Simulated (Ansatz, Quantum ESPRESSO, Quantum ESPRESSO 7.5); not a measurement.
## NaF(001): dielectric constant from slabs in a field

Aim: the dielectric constant along the normal from slabs of two thicknesses in a field, starting with NaF(001), 5 layers.

Main program and level: Quantum ESPRESSO 7.5; plane-wave DFT, PBE, GBRV ultrasoft pseudopotentials (geometry by Ansatz 0.2.0 with PAW datasets; geometry under PBE).

## (1) Starting point

The cell holds 10 atoms: 5 Na and 5 F. Cell: a = 3.323 Å, b = 3.323 Å, c = 25.400 Å, α = 90.0°, β = 90.0°, γ = 90.0°. It derives from NaF. Vacuum lies along c.

## (2) Geometry from Ansatz, 5 layers

The geometry comes first, from a plane-wave PAW code, so that the later runs on this slab share one structure.

input.yaml

```yaml
crystal:
  lattice:
    - [3.3234018716, 0.0, 0.0]
    - [0.0, 3.3234018716, 0.0]
    - [0.0, 0.0, 25.4]
  atoms:
    - { symbol: Na, position: [0.0, 0.0, 0.3149606299] }
    - { symbol: F, position: [0.5, 0.5, 0.3149606299] }
    - { symbol: Na, position: [0.5, 0.5, 0.407480315] }
    - { symbol: F, position: [0.0, 0.0, 0.407480315] }
    - { symbol: Na, position: [0.0, 0.0, 0.5] }
    - { symbol: F, position: [0.5, 0.5, 0.5] }
    - { symbol: Na, position: [0.5, 0.5, 0.592519685] }
    - { symbol: F, position: [0.0, 0.0, 0.592519685] }
    - { symbol: Na, position: [0.0, 0.0, 0.6850393701] }
    - { symbol: F, position: [0.5, 0.5, 0.6850393701] }
kpoints:
  mp_grid: { grid: [8, 8, 1] }
hamiltonian:
  xc: pbe
scf:
  occupations: { method: fixed }
  convergence: { dr2_threshold: 1.0e-09 }
efield:
  axis: 3
  dipole_correction: true
  ramp_position: 0.97
  ramp_width: 0.04
relax:
  f_tol: 0.003
output:
  write_potential: true
  write_density: true
  volumetric_format: npy
```

Launch:

```sh
ansatz run input.yaml --threads 8 --pin off --max-ram 16384MiB --backend cpu --events-out ev --progress --plain --runs-dir out
```

Numbers of over 12 decimals in the logs are rounded to 6 here.

Log:

```text
Engine: ansatz 0.2.0, aarch64-unknown-linux-gnu
Pseudopotentials: kind: paw
Pseudopotential: Na, paw, valence charge 9, recommended cutoff 420 eV (normal), Na.paw.azcp
Pseudopotential: F, paw, valence charge 7, recommended cutoff 420 eV (normal), F.paw.azcp
Functional definition: PBE
  parameter kappa = 0.804
  parameter beta = 0.066725
  exchange = pbe_x(kappa = kappa, mu = beta*pi^2/3)
  correlation = pbe_c(beta = beta)
Crystal: 10 atoms, lattice volume = 280.543 Å³
Basis set: ecut = 420 eV, 5525 PW (Γ), exchange–correlation on 48×48×360 points (8 copies of the dense FFT grid, shifted against one another)
Bands: 50, of which v1, the nominal top of the filled ones, is band 40 counted from 1 (39 counted from 0)
Symmetry: 8 space group operations
k-points: 15 of 64
Non-local potential: Na, projectors of the file, l = 0: 3, l = 1: 2, l = 2: 1
Non-local potential: F, projectors of the file, l = 0: 2, l = 1: 2, l = 2: 1
PAW form: soft (Blöchl's): semilocal exchange-correlation on the pseudo side does not see the compensation charge
PAW one-centre angular grid: Na, 110 points (default); XC on 64 Gauss nodes
PAW one-centre angular grid: F, 110 points (default); XC on 64 Gauss nodes
Initial density: superposition of atomic densities (neutral atoms: chi_scale 0, normalization atom), corrected by the library's trained network
Initial wavefunctions: pseudopotential atomic-orbital guess
Functional: x = pbe(κ = 0.804, μ = 0.219515), c = pbe(β = 0.066725)
SCF iter   1: F=—  HF=-11486.784401 eV  |F-HF|=—  |Δ(HF+E_count)|=         —  Δρ=4.90e-4  dr2=3.74e-3  ethr=1.77e-3  p=0.001 e·Å  D=6.26e-4 V/Å  ΔV_dip=-0.02 eV  dr2_dipole=9.40e-7  V_vac-E_F(+/−)=6.92/6.93 eV  ⟨swp⟩=4.9  Hψ=2350  notcnv=0  defer=107
efield: sawtooth ramp at fractional position 0.9700 (set: `efield.ramp_position`, or a place that a band, a saddle search or an elastic batch's reference lends), width 0.0400; the density the first Hamiltonian is built on has a dipole p = 0.001 e·Å; the dipole correction subtracts the counter field D = 6.26e-4 V/Å, which shifts the + side's vacuum level by -0.02 eV against the − side's; the planar-averaged density in the ramp window peaks in size at 5.4e-5 e/Å³
preconditioner: auto → Resta (q_TF=auto, 2.213 Å⁻¹)  ε∞=1.8  [insulator: Δε(μ)=5.599 eV  Ē_g=21.008 eV  n_scr=52 (ndim 8)  ℏωp=18.5 eV  f_vac=0.534  ε∞_Penn≈1.8  vacuum switching on, ρ_ref=3.2e-2 e/Å³]
SCF iter   2: F=—  HF=-11486.781188 eV  |F-HF|=—  |Δ(HF+E_count)|=   3.21e-3  Δρ=3.08e-4  dr2=5.91e-4  ethr=4.68e-6  p=0.000 e·Å  D=1.64e-4 V/Å  ΔV_dip=-0.00 eV  dr2_dipole=1.84e-8  V_vac-E_F(+/−)=6.79/6.79 eV  ⟨swp⟩=3.6  Hψ=1511  notcnv=0  defer=120
density mixer auto → msr1: gapped (density of states about μ 0.00 of a free-electron gas's, 52 screened modes)
SCF iter   3: F=—  HF=-11486.781497 eV  |F-HF|=—  |Δ(HF+E_count)|=   3.09e-4  Δρ=2.58e-4  dr2=1.39e-4  ethr=7.38e-7  p=0.000 e·Å  D=2.31e-5 V/Å  ΔV_dip=-0.00 eV  dr2_dipole=1.06e-10  V_vac-E_F(+/−)=6.68/6.68 eV  ⟨swp⟩=3.1  Hψ=1017  notcnv=0  defer=120
SCF iter   4: F=—  HF=-11486.781494 eV  |F-HF|=—  |Δ(HF+E_count)|=   2.38e-6  Δρ=6.53e-5  dr2=7.42e-6  ethr=1.73e-7  p=-0.000 e·Å  D=-2.11e-6 V/Å  ΔV_dip=0.00 eV  dr2_dipole=1.54e-10  V_vac-E_F(+/−)=6.66/6.66 eV  ⟨swp⟩=2.0  Hψ=1022  notcnv=0  defer=120
SCF iter   5: F=—  HF=-11486.781510 eV  |F-HF|=—  |Δ(HF+E_count)|=   1.61e-5  Δρ=1.50e-5  dr2=3.61e-7  ethr=9.28e-9  p=-0.000 e·Å  D=-8.56e-6 V/Å  ΔV_dip=0.00 eV  dr2_dipole=2.56e-10  V_vac-E_F(+/−)=6.65/6.65 eV  ⟨swp⟩=2.1  Hψ=952  notcnv=0  defer=120
SCF iter   6: F=—  HF=-11486.781558 eV  |F-HF|=—  |Δ(HF+E_count)|=   4.81e-5  Δρ=4.53e-6  dr2=3.32e-8  ethr=4.51e-10  p=-0.000 e·Å  D=-2.70e-6 V/Å  ΔV_dip=0.00 eV  dr2_dipole=3.25e-11  V_vac-E_F(+/−)=6.65/6.65 eV  ⟨swp⟩=2.2  Hψ=1196  notcnv=0  defer=119
SCF iter   7: F=—  HF=-11486.781559 eV  |F-HF|=—  |Δ(HF+E_count)|=   1.17e-7  Δρ=1.52e-6  dr2=3.50e-9  ethr=4.15e-11  p=-0.000 e·Å  D=-2.54e-7 V/Å  ΔV_dip=0.00 eV  dr2_dipole=3.83e-12  V_vac-E_F(+/−)=6.65/6.65 eV  ⟨swp⟩=2.2  Hψ=1006  notcnv=0  defer=120
SCF iter   8: F=-11486.781559 eV  HF=-11486.781559 eV  |F-HF|=1.13e-9  |Δ(HF+E_count)|=   7.17e-8  Δρ=3.92e-7  dr2=1.83e-10  ethr=1.25e-12  p=0.000 e·Å  D=1.04e-6 V/Å  ΔV_dip=-0.00 eV  dr2_dipole=1.23e-14  V_vac-E_F(+/−)=6.65/6.65 eV  ⟨swp⟩=7.0  Hψ=3683  notcnv=0
SCF 1 converged in 8 iterations: F = -11486.781559 eV  dr2 = 1.83e-10
  greatest PAW one-centre occupation: 0.999 electrons in one spin orbital (limit 2), on the Na atom at site 2 (counted from 0), in its partial waves of l = 0
relax step   1: F+E_penalty+E_count = -11486.78155868 eV  Δ(F+E_penalty+E_count) = +0.000e0 eV  max|allowed force component| = 9.269e-2 eV/Å  Δτ_max = 0.0000 Å  (8 SCF iters, accepted)
Initial density: handed on by an earlier stage of this run
Initial wavefunctions: those handed on with the density
iter 1 solved again at ethr=2.69e-6 eV; its pass at ethr=3.10e-3 eV (dr2=2.15e-3 eV) is discarded
SCF iter   1: F=—  HF=-11486.784409 eV  |F-HF|=—  |Δ(HF+E_count)|=         —  Δρ=3.80e-4  dr2=2.11e-3  ethr=2.69e-6  p=0.000 e·Å  D=1.80e-6 V/Å  ΔV_dip=-0.00 eV  dr2_dipole=1.87e-13  V_vac-E_F(+/−)=6.66/6.66 eV  ⟨swp⟩=2.4  Hψ=2106  notcnv=0  defer=120
efield: sawtooth ramp at fractional position 0.9700 (set: `efield.ramp_position`, or a place that a band, a saddle search or an elastic batch's reference lends), width 0.0400; the density the first Hamiltonian is built on has a dipole p = 0.000 e·Å; the dipole correction subtracts the counter field D = 1.80e-6 V/Å, which shifts the + side's vacuum level by -0.00 eV against the − side's; the planar-averaged density in the ramp window peaks in size at 1.1e-6 e/Å³
preconditioner: auto → Resta (q_TF=auto, 2.213 Å⁻¹)  ε∞=1.8  [insulator: Δε(μ)=5.649 eV  Ē_g=21.099 eV  n_scr=52 (ndim 8)  ℏωp=18.5 eV  f_vac=0.534  ε∞_Penn≈1.8  vacuum switching on, ρ_ref=3.2e-2 e/Å³]
SCF iter   2: F=—  HF=-11486.783740 eV  |F-HF|=—  |Δ(HF+E_count)|=   6.69e-4  Δρ=1.42e-4  dr2=3.32e-4  ethr=2.63e-6  p=0.000 e·Å  D=1.66e-6 V/Å  ΔV_dip=-0.00 eV  dr2_dipole=4.13e-14  V_vac-E_F(+/−)=6.74/6.74 eV  ⟨swp⟩=3.4  Hψ=952  notcnv=0  defer=120  κ⁻¹=1.0e0(r=1)
density mixer auto → broyden: gapped, where msr1 would fit the directions that read negative (density of states about μ 0.00 of a free-electron gas's, 52 screened modes)
SCF iter   3: F=—  HF=-11486.783635 eV  |F-HF|=—  |Δ(HF+E_count)|=   1.04e-4  Δρ=5.80e-5  dr2=7.30e-6  ethr=4.15e-7  p=0.000 e·Å  D=1.54e-6 V/Å  ΔV_dip=-0.00 eV  dr2_dipole=3.22e-15  V_vac-E_F(+/−)=6.79/6.79 eV  ⟨swp⟩=3.3  Hψ=973  notcnv=0  defer=120  κ⁻¹=1.8e-2(r=2)
[...]
SCF iter   4: F=—  HF=-11486.783782 eV  |F-HF|=—  |Δ(HF+E_count)|=   4.18e-5  Δρ=6.89e-6  dr2=7.73e-8  ethr=4.51e-10  p=0.000 e·Å  D=1.42e-6 V/Å  ΔV_dip=-0.00 eV  dr2_dipole=2.30e-15  V_vac-E_F(+/−)=6.80/6.80 eV  ⟨swp⟩=2.0  Hψ=948  notcnv=0  defer=60  κ⁻¹=2.1e-3(r=3)
SCF iter   5: F=—  HF=-11486.783782 eV  |F-HF|=—  |Δ(HF+E_count)|=   2.56e-8  Δρ=1.21e-6  dr2=1.20e-9  ethr=9.66e-11  p=0.000 e·Å  D=1.45e-6 V/Å  ΔV_dip=-0.00 eV  dr2_dipole=9.18e-15  V_vac-E_F(+/−)=6.80/6.80 eV  ⟨swp⟩=2.0  Hψ=901  notcnv=0  defer=60  κ⁻¹=5.4e-5(r=4)
SCF iter   6: F=-11486.783782 eV  HF=-11486.783782 eV  |F-HF|=5.46e-11  |Δ(HF+E_count)|=  4.87e-10  Δρ=3.43e-7  dr2=1.28e-10  ethr=1.25e-12  p=0.000 e·Å  D=1.49e-6 V/Å  ΔV_dip=-0.00 eV  dr2_dipole=2.41e-16  V_vac-E_F(+/−)=6.80/6.80 eV  ⟨swp⟩=6.1  Hψ=3493  notcnv=0
SCF 3 converged in 6 iterations: F = -11486.783782 eV  dr2 = 1.28e-10
relax step   3: F+E_penalty+E_count = -11486.78378185 eV  Δ(F+E_penalty+E_count) = -1.076e-4 eV  max|allowed force component| = 8.230e-3 eV/Å  Δτ_max = 0.0021 Å  (6 SCF iters, accepted)
[...]
relax step   4: F+E_penalty+E_count = -11486.78379905 eV  Δ(F+E_penalty+E_count) = -1.720e-5 eV  max|allowed force component| = 4.906e-3 eV/Å  Δτ_max = 0.0025 Å  (6 SCF iters, accepted)
SCF iter   1: F=—  HF=-11486.783760 eV  |F-HF|=—  |Δ(HF+E_count)|=         —  Δρ=2.35e-5  dr2=6.42e-6  ethr=4.62e-8  p=0.000 e·Å  D=1.33e-6 V/Å  ΔV_dip=-0.00 eV  dr2_dipole=1.75e-14  V_vac-E_F(+/−)=6.81/6.81 eV  ⟨swp⟩=2.1  Hψ=1247  notcnv=0  defer=106
efield: sawtooth ramp at fractional position 0.9700 (set: `efield.ramp_position`, or a place that a band, a saddle search or an elastic batch's reference lends), width 0.0400; the density the first Hamiltonian is built on has a dipole p = 0.000 e·Å; the dipole correction subtracts the counter field D = 1.33e-6 V/Å, which shifts the + side's vacuum level by -0.00 eV against the − side's; the planar-averaged density in the ramp window peaks in size at 1.4e-6 e/Å³
preconditioner: auto → Resta (q_TF=auto, 2.213 Å⁻¹)  ε∞=1.8  [insulator: Δε(μ)=5.655 eV  Ē_g=21.127 eV  n_scr=52 (ndim 8)  ℏωp=18.5 eV  f_vac=0.535  ε∞_Penn≈1.8  vacuum switching on, ρ_ref=3.2e-2 e/Å³]
SCF iter   2: F=—  HF=-11486.783804 eV  |F-HF|=—  |Δ(HF+E_count)|=   4.39e-5  Δρ=9.38e-6  dr2=9.86e-7  ethr=8.02e-9  p=0.000 e·Å  D=1.38e-6 V/Å  ΔV_dip=-0.00 eV  dr2_dipole=6.84e-15  V_vac-E_F(+/−)=6.80/6.80 eV  ⟨swp⟩=2.0  Hψ=1052  notcnv=0  defer=55  κ⁻¹=1.0e0(r=1)
density mixer auto → broyden: gapped, where msr1 would fit the directions that read negative (density of states about μ 0.00 of a free-electron gas's, 52 screened modes)
SCF iter   3: F=—  HF=-11486.783804 eV  |F-HF|=—  |Δ(HF+E_count)|=   4.00e-7  Δρ=3.72e-6  dr2=2.56e-8  ethr=1.23e-9  p=0.000 e·Å  D=1.43e-6 V/Å  ΔV_dip=-0.00 eV  dr2_dipole=9.43e-16  V_vac-E_F(+/−)=6.80/6.80 eV  ⟨swp⟩=2.0  Hψ=975  notcnv=0  defer=55  κ⁻¹=3.2e-2(r=2)
SCF iter   4: F=—  HF=-11486.783804 eV  |F-HF|=—  |Δ(HF+E_count)|=   6.06e-9  Δρ=1.89e-6  dr2=6.06e-9  ethr=3.19e-11  p=0.000 e·Å  D=1.42e-6 V/Å  ΔV_dip=-0.00 eV  dr2_dipole=2.53e-15  V_vac-E_F(+/−)=6.80/6.80 eV  ⟨swp⟩=2.0  Hψ=943  notcnv=0  defer=55  κ⁻¹=2.1e-3(r=3)
SCF iter   5: F=-11486.783804 eV  HF=-11486.783804 eV  |F-HF|=6.18e-11  |Δ(HF+E_count)|=   4.15e-9  Δρ=3.33e-7  dr2=9.74e-11  ethr=1.25e-12  p=0.000 e·Å  D=1.45e-6 V/Å  ΔV_dip=-0.00 eV  dr2_dipole=1.73e-17  V_vac-E_F(+/−)=6.80/6.80 eV  ⟨swp⟩=5.0  Hψ=3764  notcnv=0
SCF 5 converged in 5 iterations: F = -11486.783804 eV  dr2 = 9.74e-11
relax step   5: F+E_penalty+E_count = -11486.78380389 eV  Δ(F+E_penalty+E_count) = -4.842e-6 eV  max|allowed force component| = 2.121e-4 eV/Å  Δτ_max = 0.0006 Å  (5 SCF iters, accepted)
NSCF: frozen V_eff on 15 k-points
the band table was solved once a step of the walk had ended and its energy, with any forces and stress, was formed, with the checks that follow a solve (4065 applications of the Hamiltonian). They found nothing against the state; the energy, forces and stress were not computed again (output.eigenvalues in the input reference)
WARN: The output density's exchange-correlation potential varies sharply where the density is thin. Do not read a vacuum level from v_tot or v_xc, or from such a field of the output density. On a cell that repeats whose density bears no net charge and no dipole along the vacuum's axis use v_es (v_loc + v_h of the components); under efield.dipole_correction with no amplitude use v_es + v_field, which holds any externa [...]
SCF converged after 5 iterations
Stability not checked: this state was not tested for a lower state beside it, because the mixer in use, unlike msr1, does not test its closes by its own steps (another_mixer; see scf.mixing.algorithm and scf.lower_state_search)
Free energy (F): -11486.783804 eV
Harris-Foulkes:  -11486.783804 eV  (|F-HF|=6.18e-11)
Internal energy: -11486.783804 eV  (E = F + TS)
E sigma→0 (E₀):  -11486.783804 eV
Fermi energy:    -3.296988 eV
Dipole field:    D = 0.000001 V/Å  (p = 0.000002 e·Å, saw-weighted, corrected)
Work function:   Φ+ = 6.8024 eV   Φ− = 6.8024 eV
Levels:          The Fermi level and band energies are counted from a zero that moves with the ramp; work functions are not
--- Per-component energies (eV) ---
  E_band       = -1521.741118
  E_kinetic    = 1642.527661
  E_local      = -74654.929441  (includes V_loc(G=0)·N_el)
  E_nonlocal   = 942.702019
  E_hartree    = 35922.758455
  E_xc         = -599.880528
  E_vxc        = -769.365787  (∫ρ·V_xc dr)
  E_paw        = -2317.767827  (= ΣΔE_a)
  E_vpaw       = -528.202596  (= ΣTr[D̂ρ^β])
  E_aug_tail   = 0.010524  (compensation charges beyond the density's cutoff)
  E_efield     = 0.000000  (sawtooth field / dipole correction)
  E_vefield    = -0.000030  (∫n·V_field dr)
  E_ewald      = 27577.795333
  E_smearing   = -0.000000  (= −TS)
  E_closure    = -0.000000  (closes the sum)
  Σ components = -11486.783804   (vs F -11486.783804, Δ=0.00e0)
--- Forces (eV/Å), atoms counted from 1 ---
  atom   1  Na    -0.00000000     0.00000000    -0.00000276
  atom   2  F      0.00000000     0.00000000     0.00012309
  atom   3  Na    -0.00000000     0.00000000    -0.00021208
  atom   4  F      0.00000000     0.00000000     0.00014871
  atom   5  Na    -0.00000000     0.00000000    -0.00000001
  atom   6  F      0.00000000     0.00000000     0.00000001
  atom   7  Na    -0.00000000     0.00000000     0.00021207
  atom   8  F     -0.00000000     0.00000000    -0.00014870
  atom   9  Na    -0.00000000     0.00000000     0.00000275
  atom  10  F     -0.00000000     0.00000000    -0.00012306
  max |Σ_I F_I| component: 1.64e-8 eV/Å
--- Band table (eV; the first three rows and the last of 15) ---
  k-point 0: bands = [... 36 lower, -3.3104, -3.3104, -3.2970, -3.2970, 2.3588, 2.4608, 3.2948, 3.8425, ... 6 higher]
  k-point 1: bands = [... 36 lower, -3.4339, -3.3506, -3.3193, -3.3089, 2.6366, 2.7119, 3.5709, 4.0655, ... 6 higher]
  k-point 2: bands = [... 36 lower, -3.4316, -3.4259, -3.3417, -3.3374, 3.3712, 3.4086, 4.3480, 4.7201, ... 6 higher]
  k-point 14: bands = [... 36 lower, -3.7556, -3.7556, -3.4464, -3.4383, 8.4068, 8.4193, 9.0491, 9.0491, ... 6 higher]
--- Relaxed structure (5 steps of the walk, 5 accepted, 0 SCFs on fresh bases) ---
  F+E_penalty+E_count = -11486.78380389 eV   max|allowed force component| = 2.121e-4 eV/Å
  atoms:
    - { symbol: Na, position: [0, 0.0, 0.315644] }
    - { symbol: F, position: [0.5, 0.5, 0.314643] }
    - { symbol: Na, position: [0.5, 0.5, 0.407350] }
    - { symbol: F, position: [0, 0.0, 0.407508] }
    - { symbol: Na, position: [0, 0.0, 0.500000] }
    - { symbol: F, position: [0.5, 0.5, 0.500000] }
    - { symbol: Na, position: [0.5, 0.5, 0.592650] }
    - { symbol: F, position: [0, 0.0, 0.592492] }
    - { symbol: Na, position: [0, 0.0, 0.684356] }
    - { symbol: F, position: [0.5, 0.5, 0.685357] }
```

The job ended after 7.4 s (8 threads of Arm Neoverse V2, shared host; peak memory 0.85 GiB).

The steps of the relaxation:

| step | energy less that of the first step (eV) | largest force component (eV/Å) |
| --- | --- | --- |
| 1 | 0.0000 | 0.0927 |
| 2 | -0.0021 | 0.0252 |
| 3 | -0.0022 | 0.0082 |
| 4 | -0.0022 | 0.0049 |
| 5 | -0.0022 | 0.0002 |

The atoms that moved most (Å):

| atom | dx | dy | dz | length |
| --- | --- | --- | --- | --- |
| Na9 | 0.000 | 0.000 | -0.017 | 0.017 |
| Na1 | 0.000 | 0.000 | 0.017 | 0.017 |
| F10 | 0.000 | 0.000 | 0.008 | 0.008 |
| F2 | 0.000 | 0.000 | -0.008 | 0.008 |

This step gave:

```
free energy                                                     : -11486.7838 eV
gap by band count                                               : 5.656 eV
symmetry operations                                             : 8
dipole along the normal                                         : 2.26e-6 e·Å
valence top, on the run's zero                                  : -3.297 eV
vacuum level at the upper face over the valence top of the mesh : 6.802 eV
vacuum level at the lower face over the valence top of the mesh : 6.802 eV
```

[end of part 1 of 7]

[Logs are printed without paths, hosts, clocks, repeated set-up lines and the standing remarks that a program may print on its own settings, such as how far it seeks lower states.]

[Hosts, paths, dates, database ids (printed as entryN), source tags and the programs' standing remarks are cut or masked in the printed files.]

[Maps of the electrostatic potential energy from Ansatz leave out the sawtooth potential of an applied field or a dipole correction, so their vacuum need not be flat; planar profiles and work functions include it.]
